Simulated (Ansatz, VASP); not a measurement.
BAs: VASP beside Ansatz

POSCAR

```
BAs
1.0
    0.0000000000      2.2961928999      2.2961928999
    2.2961928999      0.0000000000      2.2961928999
    2.2961928999      2.2961928999      0.0000000000
B As
1 1
Direct
    0.0000000000      0.0000000000      0.0000000000
    0.2500000000      0.2500000000      0.2500000000
```

The input INCAR.step1:

```
  ALGO = Normal
  EDIFF = 1E-4
  ENCUT = 520
  GGA = PE
  GGA_COMPAT = F
  ISMEAR = -1
  LASPH = T
  LCHARG = F
  LNONCOLLINEAR = T
  LREAL = F
  LSORBIT = T
  LWAVE = T
  MAGMOM = 0 0 0 0 0 0
  NBANDS = 20
  NELM = 150
  PREC = Accurate
  SIGMA = 0.02
```

Contents of INCAR.step2:

```
  ALGO = Normal
  EDIFF = 1E-7
  ENCUT = 520
  GGA_COMPAT = F
  ISIF = 2
  ISMEAR = -1
  ISTART = 1
  LASPH = T
  LCHARG = F
  LMIXTAU = T
  LNONCOLLINEAR = T
  LORBIT = 11
  LORBMOM = T
  LREAL = F
  LSORBIT = T
  LWAVE = F
  MAGMOM = 0 0 0 0 0 0
  METAGGA = R2SCAN
  NBANDS = 20
  NELM = 150
  PREC = Accurate
  SIGMA = 0.02
```

File KPOINTS:

```
k-points
0
Gamma
  10 10 10
```

Input for Ansatz:

```yaml
crystal:
  lattice:
    - [0.0, 2.2961928999, 2.2961928999]
    - [2.2961928999, 0.0, 2.2961928999]
    - [2.2961928999, 2.2961928999, 0.0]
  atoms:
    - { symbol: B, position: [0.0, 0.0, 0.0] }
    - { symbol: As, position: [0.25, 0.25, 0.25] }
kpoints:
  mp_grid: { grid: [10, 10, 10] }
  band_path:
    path:
      - [0.0, 0.0, 0.0]
      - [-0.5, -0.5, 0.0]
      - [-0.375, -0.375, 0.25]
      - [-0.375, 0.0, 0.375]
      - [0.0, 0.0, 0.5]
      - [-0.5, -0.25, 0.25]
      - [0.0, 0.40625, 0.40625]
    npoints: 1
hamiltonian:
  xc: r2scan
scf:
  occupations: { method: fermi_dirac, width: 0.02 }
  n_extra_bands: 8
magnetization:
  noncollinear: true
  spin_orbit: true
output:
  forces: true
  stress: true
  eigenvalues: true
```

Change from the starting cell: hydrostatic strain -4.0%.

Alike in both runs: task single point; functional r2SCAN; k mesh 10 × 10 × 10; occupations fermi-dirac, width 0.02 eV; non-collinear spin, spin-orbit coupling.

|  | VASP | Ansatz |
| --- | --- | --- |
| version | VASP 6.6.1 | Ansatz 0.2.0 |
| potentials or method | VASP PAW PBE potentials, release 64 (B, As) | plane waves, PAW |
| plane-wave cutoff (eV) | 520 | 500 |
| valence electrons in the cell | 8 | 18 |

Ansatz gave:

```
gap on the k mesh at the Fermi level (eV) : 1.18
pressure (GPa)                            : 22.1
net moment per atom (μB)                  : 0.00
```

What did VASP give for the same quantities?

gap on the k mesh at the Fermi level (eV): 1.17; pressure (GPa): 22.7; net moment per atom (μB): 0.00.

With one functional, cell and mesh, what is left measures potentials, basis and numerics. The two sets of potentials don't hold the same shells in valence.

Caveats: so large a pressure means that the cell lies far from this level's equilibrium, or that cutoff or potentials fall short (VASP); the potentials were made for another functional, which shifts forces and pressure (VASP).
